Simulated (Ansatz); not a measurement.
Infrared modes and screening in CdS (F-43m)

Perturbation theory with PBEsol in Ansatz 0.2.0 on the PBEsol cell, ground state and force constants on a 6×6×6 mesh. (Simulation; spin polarisation is off.)

It is cubic, F-43m (No. 216); conventional cell a = 5.825 Å, 24.70 Å³ an atom. Cd is surrounded by 4 S at 2.52 Å; S is surrounded by 4 Cd at 2.52 Å.

```
Cd S
1.0
     0.00000    2.91245    2.91245
     2.91245    0.00000    2.91245
     2.91245    2.91245    0.00000
Cd S
1 1
Direct
  0.00000 0.00000 0.00000
  0.25000 0.25000 0.25000
```

Optical modes without the longitudinal term:
```csv
ω (cm⁻¹),degeneracy,"IR intensity, summed over the level ((D/Å)²/amu)"
232,3,13.02
```

The optical mode at Γ lies at 232 cm⁻¹ without the longitudinal term. With the long-range field the highest mode reaches 288 cm⁻¹. By the program's warning the force constants, and with them frequencies and ε⁰, aren't converged on this mesh.

The electronic dielectric tensor ε∞ is 6.43 in all directions. With the ions relaxed, ε⁰ is 9.9 in all directions. Born charges, averaged over directions: Cd +2.17, S -2.17 e.

With one polar mode in a cubic crystal the Lyddane-Sachs-Teller relation applies: (ω_LO/ω_TO)² = (288.4/232.5)² = 1.540, and ε⁰/ε∞ = 9.897/6.429 = 1.539. The refractive index √ε∞ is 2.54.

For comparison, on the r2SCAN cell the mean ε∞ is 5.49 with r2SCAN (ground state on 6×6×6; least gap 1.54 eV), 6.19 with PBE (ground state on 6×6×6; least gap 1.10 eV).

Spin-orbit coupling is left out.
